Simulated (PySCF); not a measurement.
# One shape, several levels: CHF3 (SMILES FC(F)F)

Wanted: a comparison of 6 runs (B2PLYP/6-31G, B3LYP/6-31G*, B3LYP/6-31G**, PBE/6-31+G*, M06-2X/6-311+G**) of CHF3. Input form: a Python script.

The calculation is run with PySCF 2.14.0.

## (1) The system as given

CHF3 has 5 atoms, charge 0, and is taken as a singlet. As SMILES, `FC(F)F`. Geometry: relaxed at GFN2-xTB.

Bond lengths: F1–C2 1.328 Å, C2–F3 1.328 Å, C2–F4 1.328 Å, C2–H5 1.104 Å. Angles: F1–C2–F3 108.4°, F1–C2–F4 108.4°, F3–C2–F4 108.4°, F1–C2–H5 110.5°, F3–C2–H5 110.5°, F4–C2–H5 110.5°.

## (2) The energy at B2PLYP/6-31G (run 1)

Contents of calc.py:

```python
from pyscf import gto, dft, mp

mol = gto.Mole()
mol.atom = [
    ('F', (-0.667670, -0.332390, 1.075060)),
    ('C', (0.018950, 0.054610, 0.006800)),
    ('F', (1.042420, -0.774930, -0.157420)),
    ('F', (-0.771270, -0.038770, -1.056390)),
    ('H', (0.377570, 1.091490, 0.131950)),
]
mol.max_memory = 1860
mol.verbose = 4
mol.spin = 0
mol.basis = '6-31g'
mol.build()

mf = dft.RKS(mol)
mf.xc = '0.53*HF + 0.47*B88, 0.73*LYP'
mf.grids.level = 5
mf.conv_tol = 1e-10
mf.kernel()
if not mf.converged:
    mf = mf.newton().run(mf.mo_coeff, mf.mo_occ)

pt = mp.MP2(mf, frozen=4).run()
e_tot = mf.e_tot + 0.27 * pt.e_corr
print('PT2 part  %.8f' % (0.27 * pt.e_corr))
print('E = %.10f Eh' % e_tot)
mf.analyze()
```

The run is started by

```
$ OMP_NUM_THREADS=1 python calc.py
```

What it wrote:

```text
PySCF version 2.14.0

[... 88 lines left out ...]
Two-electron Energy =                  263.755397396631565
[... 9 lines left out ...]
MO #6   energy= -1.41898091000553  occ= 2
[... 7 lines left out ...]
MO #14  energy= -0.535515885028211 occ= 2
[... 7 lines left out ...]
MO #22  energy= 0.566684331283093  occ= 0
[... 7 lines left out ...]
MO #30  energy= 1.3542940767213    occ= 0
[... 7 lines left out ...]
MO #38  energy= 2.50870427779511   occ= 0
[... 46 lines left out ...]
Dipole moment(X, Y, Z, Debye):  0.63999,  1.84772,  0.22562
```

It took 13 s on 1 thread of Intel Xeon at 2.50GHz (Skylake/Cascade Lake), shared host; peak memory 0.25 GiB.

## (3) Energy and gradient at B3LYP/6-31G(d) (spherical functions) (run 2)

Contents of calc.py:

```python
# FC(F)F
from pyscf import gto, dft

mol = gto.Mole()
mol.atom = [
    ('F', (-0.667670, -0.332390, 1.075060)),
    ('C', (0.018950, 0.054610, 0.006800)),
    ('F', (1.042420, -0.774930, -0.157420)),
    ('F', (-0.771270, -0.038770, -1.056390)),
    ('H', (0.377570, 1.091490, 0.131950)),
]
mol.verbose = 4
mol.basis = '6-31g*'
mol.max_memory = 1860
mol.build()

mf = dft.RKS(mol, xc='b3lyp')
mf.conv_tol = 1e-10
mf.grids.level = 5
mf.kernel()
if not mf.converged:
    mf = mf.newton().run(mf.mo_coeff, mf.mo_occ)

e_final = mf.e_tot
print('E(%s) = %.9f' % ('B3LYP', e_final))
grad = mf.nuc_grad_method().kernel()
mf.analyze()
```

The run is started by

```
$ OMP_NUM_THREADS=1 python calc.py
```

What it wrote:

```text
PySCF version 2.14.0

[... 89 lines left out ...]
Two-electron Energy =                  264.094148256370261
[... 13 lines left out ...]
MO #10  energy= -0.587209985829993 occ= 2
[... 11 lines left out ...]
MO #22  energy= 0.469587064564409  occ= 0
[... 11 lines left out ...]
MO #34  energy= 1.34317402292535   occ= 0
[... 11 lines left out ...]
MO #46  energy= 2.00342448027211   occ= 0
[... 11 lines left out ...]
MO #58  energy= 3.03810421671131   occ= 0
[... 66 lines left out ...]
Dipole moment(X, Y, Z, Debye):  0.44642,  1.28802,  0.15792
```

It took 24 s on 1 thread of Intel Xeon at 2.50GHz (Skylake/Cascade Lake), shared host; peak memory 0.58 GiB.

## (4) Energy and gradient at B3LYP/6-31G(d,p) (spherical functions) (run 3)

Contents of input.py:

```python
# FC(F)F
from pyscf import gto, dft

mol = gto.Mole()
mol.atom = '''
F     -1.261713    -0.628126     2.031569
C      0.035810     0.103198     0.012850
F      1.969888    -1.464405    -0.297481
F     -1.457489    -0.073265    -1.996288
H      0.713504     2.062617     0.249349
'''
mol.basis = '6-31g**'
mol.max_memory = 1860
mol.spin = 0
mol.verbose = 4
mol.unit = 'bohr'
mol.charge = 0
mol.build()

myscf = dft.RKS(mol, xc='b3lyp')
myscf.conv_tol = 1e-10
myscf.grids.level = 5
myscf.kernel()
if not myscf.converged:
    myscf = myscf.newton().run(myscf.mo_coeff, myscf.mo_occ)

e_tot = myscf.e_tot
print('Final energy', e_tot)
grad = myscf.nuc_grad_method().kernel()
dip = myscf.dip_moment()
pop, q = myscf.mulliken_pop()
```

The run is started by

```
$ OMP_NUM_THREADS=1 python input.py
```

What it wrote:

```text
PySCF version 2.14.0

[... 71 lines left out ...]
converged SCF energy = -338.223213829008
Final energy -338.2232138290083
[... 12 lines left out ...]
Dipole moment(X, Y, Z, Debye):  0.44643,  1.28806,  0.15792
[... 67 lines left out ...]
charge of    4H =      0.07577
```

Run time: 25 s. Hardware: 1 thread of Intel Xeon at 2.50GHz (Skylake/Cascade Lake), shared host; peak memory 0.61 GiB.

Runs 4 to 5 aren't shown in full; the table further down has their settings and results.

## (5) Energy and forces at M06-2X/6-311+G(d,p) (run 6)

Contents of job.py:

```python
# FC(F)F
import pyscf.grad
from pyscf import gto, dft

mol = gto.M(
    atom='''
F     -1.261713    -0.628126     2.031569
C      0.035810     0.103198     0.012850
F      1.969888    -1.464405    -0.297481
F     -1.457489    -0.073265    -1.996288
H      0.713504     2.062617     0.249349
''',
    basis='6-311+g**',
    charge=0,
    spin=0,
    unit='bohr',
    max_memory=1860,
    verbose=4,
)

calc0 = dft.RKS(mol)
calc0.xc = 'm06-2x'
calc0.grids.level = 5
calc0.conv_tol = 1e-10
calc0.kernel()
if not calc0.converged:
    calc0 = calc0.newton().run(calc0.mo_coeff, calc0.mo_occ)

e_final = calc0.e_tot
print('E = %.10f Eh' % e_final)
grad = calc0.Gradients().kernel()
calc0.analyze()
```

The run is started by

```
$ OMP_NUM_THREADS=1 python job.py
```

What it wrote:

```text
PySCF version 2.14.0

[... 100 lines left out ...]
MO #4   energy= -10.8074547620131  occ= 2
[... 17 lines left out ...]
MO #22  energy= 0.174547526316516  occ= 0
[... 17 lines left out ...]
MO #40  energy= 0.606242548577664  occ= 0
[... 17 lines left out ...]
MO #58  energy= 1.81656995884338   occ= 0
[... 17 lines left out ...]
MO #76  energy= 4.22247257666062   occ= 0
[... 17 lines left out ...]
MO #94  energy= 66.9079633072488   occ= 0
[... 102 lines left out ...]
Dipole moment(X, Y, Z, Debye):  0.58142,  1.67799,  0.20528
```

Wall time 62 s (1 thread of Intel Xeon at 2.50GHz (Skylake/Cascade Lake), shared host); peak memory 0.92 GiB.

## (6) All runs side by side

```csv
run,level,task,frozen core orbitals,energy (Eh),dipole moment (D),HOMO energy (eV),LUMO energy (eV),wall time
1,B2PLYP/6-31G,energy,4,-337.803460,1.97,-13.20,4.20,13 s
2,B3LYP/6-31G* (spherical functions),gradient,–,-338.221758,1.37,-10.52,3.17,24 s
3,B3LYP/6-31G** (spherical functions),gradient,–,-338.223214,1.37,-10.51,3.17,25 s
4,B3LYP/6-31G* (Cartesian functions),gradient,–,-338.225289,1.38,-10.53,3.16,23 s
5,PBE/6-31+G* (spherical functions),gradient,–,-337.926688,1.55,-9.55,-0.07,32 s
6,M06-2X/6-311+G**,gradient,–,-338.234664,1.79,-13.30,0.38,62 s
```

## (7) Summary of results

```
                       quantity          value
            run 6: total energy  -338.23466 Eh
           run 6: dipole moment         1.79 D
             run 6: HOMO energy      -13.30 eV
             run 6: LUMO energy        0.38 eV
           run 6: HOMO–LUMO gap       13.68 eV
run 6: largest force on an atom     0.791 eV/Å
```

**Reading.** The dipole moment (its size) runs from 1.37 D (B3LYP/6-31G*) to 1.97 D (B2PLYP/6-31G). The two ends differ in method and basis. A double hybrid's value is that of its SCF part. The HOMO–LUMO gap runs from 9.49 eV (PBE/6-31+G*) to 17.40 eV (B2PLYP/6-31G). Totals of different functionals can't be ranked against each other. All runs together took 3 min, the longest 62 s.
